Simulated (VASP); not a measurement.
# CdS (Fm-3m) in VASP: notebook

One crystal, CdS, is run at these levels: PBEsol; tasks: single point.

Program: VASP 6.6.1. These are calculated values, not measurements. Logs are shortened: lines on timing, memory, paths and dates and some standing lists are left out, and cuts for length are marked.

## 1. The structure

It takes space group Fm-3m (No. 225, cubic). The conventional cell has a = 5.506 Å, b = 5.506 Å, c = 5.506 Å, α = 90.00°, β = 90.00°, γ = 90.00°. Cd (site symmetry m-3m) is surrounded by 6 S at 2.75 Å. S (site symmetry m-3m) has 6 Cd at 2.75 Å as nearest neighbours.

Measurements of this composition are mostly on another form, of space group No. 186.

## 2. Single point, PBEsol, spin-orbit coupling, no magnetisation

File INCAR:

```
  ALGO = Normal
  EDIFF = 1E-7
  ENCUT = 350
  GGA = PS
  GGA_COMPAT = False
  ISIF = 2
  ISMEAR = 0
  LASPH = True
  LCHARG = False
  LORBIT = 11
  LREAL = False
  LSORBIT = True
  LWAVE = False
  MAGMOM = 0 0 0 0 0 0
  NBANDS = 34
  NELM = 100
  PREC = Accurate
  SIGMA = 0.02
```

File KPOINTS:

```
k-points
0
Gamma
  4 4 4
```

File POSCAR:

```
CdS
1.0
    0.0000000000      2.7532440000      2.7532440000
    2.7532440000      0.0000000000      2.7532440000
    2.7532440000      2.7532440000      0.0000000000
Cd S
1 1
Direct
    0.0000000000      0.0000000000      0.0000000000
    0.5000000000      0.5000000000      0.5000000000
```

Potentials or basis: VASP PAW PBE potentials, release 64 (Cd, S).

Launch:

```
> cat potpaw_PBE.64/Cd/POTCAR potpaw_PBE.64/S/POTCAR > POTCAR
> mpirun -np 1 vasp_ncl > vasp.out
```

OUTCAR:

```text
EDIFF = 1E-7
   ENCUT = 350
   GGA = PS
   ISIF = 2
   ISMEAR = 0
   LASPH = True
   LORBIT = 11
   LREAL = False
   LSORBIT = True
   NELM = 100
   PREC = Accurate

 Found      8 irreducible k-points:

 Following reciprocal coordinates:
            Coordinates               Weight
  0.000000  0.000000  0.000000      1.000000
  0.250000  0.000000  0.000000      8.000000
  0.500000  0.000000  0.000000      4.000000
  0.250000  0.250000  0.000000      6.000000
  0.500000  0.250000  0.000000     24.000000
 -0.250000  0.250000  0.000000     12.000000
   k-points           NKPTS =      8   k-points in BZ     NKDIM =      8   number of bands    NBANDS=     34
   number of dos      NEDOS =    301   number of ions     NIONS =      2
   total plane-waves  NPLWV =  13824
   dimension x,y,z NGX =    24 NGY =   24 NGZ =   24
   dimension x,y,z NGXF=    48 NGYF=   48 NGZF=   48
   ions per type =               1   1
   NGX,Y,Z   is equivalent  to a cutoff of  10.25, 10.25, 10.25 a.u.
   NGXF,Y,Z  is equivalent  to a cutoff of  20.49, 20.49, 20.49 a.u.
 SYSTEM =  unknown system
   PREC   = accura    normal or accurate (medium, high low for compatibility)
   ISTART =      0    job   : 0-new  1-cont  2-samecut
   ICHARG =      2    charge: 1-file 2-atom 10-const
   ISPIN  =      1    spin polarized calculation?
   LNONCOLLINEAR =      T non collinear calculations
   LSORBIT =      T    spin-orbit coupling
   LASPH  =      T    aspherical Exc in radial PAW
   ENCUT  =  350.0 eV  25.72 Ry    5.07 a.u.   5.94  5.94  5.94*2*pi/ulx,y,z
   NELM   =    100;   NELMIN=  2; NELMDL= -5     # of ELM steps
   EDIFF  = 0.1E-06   stopping-criterion for ELM
   LREAL  =      F    real-space projection
   EDIFFG = 0.1E-05   stopping-criterion for IOM
   NSW    =      0    number of steps for IOM
   IBRION =     -1    ionic relax: 0-MD 1-quasi-New 2-CG
   NFREE  =      0    steps in history (QN), initial steepest desc. (CG)
   ISIF   =      2    stress and relaxation
   ISYM   =      2    0-nonsym 1-usesym 2-fastsym
   POTIM  = 0.5000    time-step for ionic-motion
   TEBEG  =    0.0;   TEEND  =   0.0 temperature during run
   PSTRESS=    0.0 pullay stress
   NELECT =      18.0000    total number of electrons
   NUPDOWN=      -1.0000    fix difference up-down
   EMIN   =  10.00;   EMAX   =-10.00  energy-range for DOS
   EFERMI =   0.00;   METHOD = LEGACY
   ISMEAR =     0;   SIGMA  =   0.02  broadening in eV -4-tet -1-fermi 0-gaus
   EFERMI_NEDOS =   21; number of points for ismear=-14 and -15
   IALGO  =     38    algorithm
   IMIX   =      4    mixing-type and parameters
     AMIX     =   0.40;   BMIX     =  1.00
     AMIX_MAG =   1.60;   BMIX_MAG =  1.00
  volume/ion in A,a.u.               =      20.87       140.84
  Fermi-wavevector in a.u.,A,eV,Ry     =   1.236833  2.337275 20.813583  1.529755
  Thomas-Fermi vector in A             =   2.371425
   LORBIT       =     11    0 simple, 1 ext, 2 COOP (PROOUT), +10 PAW based schemes
   GGA     = PS    functional components
   LHFCALC =     F    Hartree Fock is set to
   AEXX    =    0.0000 exact exchange contribution
   IVDW    =     0    specifies the selected vdW correction
   LEPSILON=     F    determine dielectric tensor
   LRPA    =     F    only Hartree local field effects (RPA)
 Gauss-broadening in eV      SIGMA  =   0.02
  energy-cutoff  :      350.00
  volume of cell :       41.74
 maximum number of plane-waves:      1272
   NGX = 11   NGY = 11   NGZ = 11

 number of electron      18.0000000 magnetization       0.0000000      0.0000000      0.0000000

 number of electron      18.0000013 magnetization      -0.0000000     -0.0000000     -0.0000000

 number of electron      18.0000013 magnetization      -0.0000000      0.0000000      0.0000000

 number of electron      18.0000013 magnetization       0.0000000     -0.0000000     -0.0000000

 Free energy of the ion-electron system (eV)
  ---------------------------------------------------
  ext. energy  EPLUGINS =         0.00000000
  ---------------------------------------------------
  free energy    TOTEN  =        -6.55892996 eV

  energy without entropy =       -6.55884529  energy(sigma->0) =       -6.55888763

 E-fermi :   2.7094     XC(G=0): -10.5009

 val. band max:        2.6758906067   @ k =   0.5000   0.0000   0.0000
 cond. band min:       2.7413296011   @ k =   0.5000   0.5000   0.0000
 fundamental gap:      0.0654389944
 Fermi energy:         2.7094084923

 k-point     1 :       0.0000    0.0000    0.0000
  band No.  band energies     occupation
      1     -10.0199      1.00000
      2     -10.0199      1.00000
      3      -5.3615      1.00000
      4      -5.3615      1.00000
      5      -5.3615      1.00000
      6      -5.3615      1.00000
[... 22 lines left out ...]
     29      13.7148      0.00000
     30      13.7148      0.00000

 k-point     2 :       0.2500    0.0000    0.0000
  band No.  band energies     occupation
      1      -9.5335      1.00000
      2      -9.5335      1.00000
      3      -5.4277      1.00000
      4      -5.4277      1.00000
      5      -5.3807      1.00000
      6      -5.3807      1.00000
[... 22 lines left out ...]
     29      13.3862      0.00000
     30      13.3862      0.00000

 k-point     3 :       0.5000    0.0000    0.0000
  band No.  band energies     occupation
      1      -8.8996      1.00000
      2      -8.8996      1.00000
      3      -5.5146      1.00000
      4      -5.5146      1.00000
      5      -5.4666      1.00000
      6      -5.4666      1.00000
[... 22 lines left out ...]
     29      15.5749      0.00000
     30      15.5749      0.00000

 k-point     4 :       0.2500    0.2500    0.0000
  band No.  band energies     occupation
      1      -9.4734      1.00000
      2      -9.4734      1.00000
      3      -5.3577      1.00000
      4      -5.3577      1.00000
      5      -5.3541      1.00000
      6      -5.3541      1.00000
[... 22 lines left out ...]
     29      15.5548      0.00000
     30      15.5548      0.00000

 k-point     5 :       0.5000    0.2500    0.0000
  band No.  band energies     occupation
      1      -9.0267      1.00000
      2      -9.0267      1.00000
      3      -5.4034      1.00000
      4      -5.4034      1.00000
      5      -5.1957      1.00000
      6      -5.1957      1.00000
[... 22 lines left out ...]
     29      16.1909      0.00000
     30      16.1909      0.00000

 k-point     6 :      -0.2500    0.2500    0.0000
  band No.  band energies     occupation
      1      -9.0794      1.00000
      2      -9.0794      1.00000
      3      -5.4707      1.00000
      4      -5.4707      1.00000
      5      -5.3072      1.00000
      6      -5.3072      1.00000
[... 22 lines left out ...]
     29      16.1701      0.00000
     30      16.1701      0.00000

 [... further k-points ...]

 [bands above 30 left out]

------------------------ aborting loop because EDIFF is reached ----------------------------------------

  FORCE on cell =-STRESS in cart. coord.  units (eV):
  Direction    XX          YY          ZZ          XY          YZ          ZX
  --------------------------------------------------------------------------------------
  -------------------------------------------------------------------------------------
  Total       -1.0699035     -1.0699035     -1.0699035     -0.0000000     -0.0000000      0.0000000
  in kB      -41.0668227    -41.0668227    -41.0668227     -0.0000000     -0.0000000      0.0000000
  external PRESSURE =     -41.0668227 kB  Pullay stress =       0.0000000 kB

 VOLUME and BASIS-vectors are now :
 -----------------------------------------------------------------------------
  energy-cutoff  :      350.00
  volume of cell :       41.74
      direct lattice vectors                 reciprocal lattice vectors
     0.000000000  2.753244000  2.753244000    -0.181603955  0.181603955  0.181603955
     2.753244000  0.000000000  2.753244000     0.181603955 -0.181603955  0.181603955
     2.753244000  2.753244000  0.000000000     0.181603955  0.181603955 -0.181603955

 POSITION                                       TOTAL-FORCE (eV/Angst)
 -----------------------------------------------------------------------------------
      0.00000      0.00000      0.00000         0.000000     -0.000000      0.000000
      2.75324      2.75324      2.75324        -0.000000      0.000000     -0.000000
 -----------------------------------------------------------------------------------
    total drift:                                0.000000     -0.000000     -0.000000

  FREE ENERGIE OF THE ION-ELECTRON SYSTEM (eV)
  ---------------------------------------------------
  free  energy   TOTEN  =        -6.5589299623 eV

  energy  without entropy=       -6.5588452925  energy(sigma->0) =       -6.55888763

 Spin-Orbit-Coupling matrix elements

 Ion:    1  E_soc:     -0.0522744
 l=   1
     0.0000000    -0.0019076    -0.0019076
    -0.0019076     0.0000000    -0.0019076
    -0.0019076    -0.0019076     0.0000000
 l=   2
     0.0000000    -0.0013816     0.0000000    -0.0013816    -0.0054232
    -0.0013816     0.0000000    -0.0040674    -0.0013816    -0.0013558
     0.0000000    -0.0040674     0.0000000    -0.0040674     0.0000000
    -0.0013816    -0.0013816    -0.0040674     0.0000000    -0.0013558
    -0.0054232    -0.0013558     0.0000000    -0.0013558     0.0000000
 l=   3
     0.0000000     0.0000000     0.0000000     0.0000000     0.0000000     0.0000000     0.0000000
     0.0000000     0.0000000     0.0000000     0.0000000     0.0000000     0.0000000     0.0000000
     0.0000000     0.0000000     0.0000000     0.0000000     0.0000000     0.0000000     0.0000000
     0.0000000     0.0000000     0.0000000     0.0000000     0.0000000     0.0000000     0.0000000
     0.0000000     0.0000000     0.0000000     0.0000000     0.0000000     0.0000000     0.0000000
     0.0000000     0.0000000     0.0000000     0.0000000     0.0000000     0.0000000     0.0000000
     0.0000000     0.0000000     0.0000000     0.0000000     0.0000000     0.0000000     0.0000000

 Ion:    2  E_soc:     -0.0021128
 l=   1
     0.0000000    -0.0003521    -0.0003521
    -0.0003521     0.0000000    -0.0003521
    -0.0003521    -0.0003521     0.0000000
 l=   2
     0.0000000     0.0000000     0.0000000     0.0000000     0.0000000
     0.0000000     0.0000000     0.0000000     0.0000000     0.0000000
     0.0000000     0.0000000     0.0000000     0.0000000     0.0000000
     0.0000000     0.0000000     0.0000000     0.0000000     0.0000000
     0.0000000     0.0000000     0.0000000     0.0000000     0.0000000
 l=   3
     0.0000000     0.0000000     0.0000000     0.0000000     0.0000000     0.0000000     0.0000000
     0.0000000     0.0000000     0.0000000     0.0000000     0.0000000     0.0000000     0.0000000
     0.0000000     0.0000000     0.0000000     0.0000000     0.0000000     0.0000000     0.0000000
     0.0000000     0.0000000     0.0000000     0.0000000     0.0000000     0.0000000     0.0000000
     0.0000000     0.0000000     0.0000000     0.0000000     0.0000000     0.0000000     0.0000000
     0.0000000     0.0000000     0.0000000     0.0000000     0.0000000     0.0000000     0.0000000
     0.0000000     0.0000000     0.0000000     0.0000000     0.0000000     0.0000000     0.0000000

 total charge

# of ion       s       p       d       tot
------------------------------------------
    1        0.369   0.243   9.565  10.177
    2        1.328   2.349   0.000   3.677
--------------------------------------------------
tot          1.697   2.592   9.565  13.854

 magnetization (x)

# of ion       s       p       d       tot
------------------------------------------
    1        0.000   0.000   0.000   0.000
    2       -0.000   0.000   0.000  -0.000
--------------------------------------------------
tot         -0.000   0.000   0.000   0.000

 magnetization (y)

# of ion       s       p       d       tot
------------------------------------------
    1        0.000  -0.000   0.000  -0.000
    2        0.000   0.000   0.000   0.000
--------------------------------------------------
tot          0.000  -0.000   0.000  -0.000

 magnetization (z)

# of ion       s       p       d       tot
------------------------------------------
    1        0.000   0.000   0.000   0.000
    2       -0.000   0.000   0.000  -0.000
--------------------------------------------------
tot         -0.000   0.000   0.000  -0.000
```

Wall time 7.5 s (1 thread of Intel Xeon 6975P-C (Granite Rapids), shared host); peak memory 0.19 GiB.

These settings aren't checked as converged: the numbers below hold their error.

Results:

```
Free energy                                           : -6.5589 eV
Pressure                                              : -4.1 GPa
Valence electrons inside the program's atomic spheres : Cd 10.18; S 3.68
```

Caveat: the k mesh is coarse (spacing up to 0.49 Å⁻¹), so the values aren't converged; the PAW data sets were made with another functional, which shifts forces and pressure a little.

## 3. Single point, PBEsol, spin-orbit coupling, no magnetisation

INCAR: that of step 2 with these lines changed.

```diff
@@ -2,3 +2,3 @@
   EDIFF = 1E-7
-  ENCUT = 350
+  ENCUT = 300
   GGA = PS
```

File KPOINTS:

```
k-points
0
Gamma
  5 5 5
```

POSCAR is that of step 2.

Potentials or basis: VASP PAW PBE potentials, release 64 (Cd, S).

Launch:

```
> cat potpaw_PBE.64/Cd/POTCAR potpaw_PBE.64/S/POTCAR > POTCAR
> mpirun -np 1 vasp_ncl > vasp.out
```

It took 8.8 s on 1 thread of Intel Xeon 6975P-C (Granite Rapids), shared host; peak memory 0.19 GiB.

The run converged, but some of its settings lie outside the range that counts as converged, so its numbers aren't taken as properties of the crystal.

What came out:

* Free energy: -6.6193 eV
* Valence electrons inside the program's atomic spheres: Cd 10.17; S 3.68

Caveat: the k mesh is coarse (spacing up to 0.40 Å⁻¹), so the values aren't converged; the cutoff is under 1.25 times the usual one of these potentials, so pressure, stress and relaxed cells hold a basis-set (Pulay) error; the PAW data sets were made with another functional, which shifts forces and pressure a little.

## 4. Single point, PBEsol, spin-orbit coupling, no magnetisation

INCAR: that of step 3 with these lines changed.

```diff
@@ -2,3 +2,3 @@
   EDIFF = 1E-7
-  ENCUT = 300
+  ENCUT = 350
   GGA = PS
```

KPOINTS is that of step 3.

POSCAR is that of step 3.

Launch:

```
> cat potpaw_PBE.64/Cd/POTCAR potpaw_PBE.64/S/POTCAR > POTCAR
> mpirun -np 1 vasp_ncl > vasp.out
```

Wall time 8.4 s (1 thread of Intel Xeon 6975P-C (Granite Rapids), shared host); peak memory 0.19 GiB.

These settings aren't checked as converged: the numbers below hold their error.

Results:

| Item | Value |
| --- | --- |
| Free energy | -6.6202 eV |
| Pressure | -4.4 GPa |
| Valence electrons inside the program's atomic spheres | Cd 10.18; S 3.67 |

Caveat: the k mesh is coarse (spacing up to 0.40 Å⁻¹), so the values aren't converged; the PAW data sets were made with another functional, which shifts forces and pressure a little.

## 5. Single point, PBEsol, spin-orbit coupling, no magnetisation

INCAR: that of step 4 with these lines changed.

```diff
@@ -2,3 +2,3 @@
   EDIFF = 1E-7
-  ENCUT = 350
+  ENCUT = 600
   GGA = PS
```

File KPOINTS:

```
k-points
0
Gamma
  4 4 4
```

POSCAR is that of step 4.

Launch:

```
> cat potpaw_PBE.64/Cd/POTCAR potpaw_PBE.64/S/POTCAR > POTCAR
> mpirun -np 1 vasp_ncl > vasp.out
```

Wall time 18 s (1 thread of Intel Xeon 6975P-C (Granite Rapids), shared host); peak memory 0.3 GiB.

These settings aren't checked as converged: the numbers below hold their error.

What came out:

| Item | Value |
| --- | --- |
| Free energy | -6.5620 eV |
| Pressure | -3.7 GPa |
| Valence electrons inside the program's atomic spheres | Cd 10.19; S 3.68 |

Caveat: the k mesh is coarse (spacing up to 0.49 Å⁻¹), so the values aren't converged; the PAW data sets were made with another functional, which shifts forces and pressure a little.
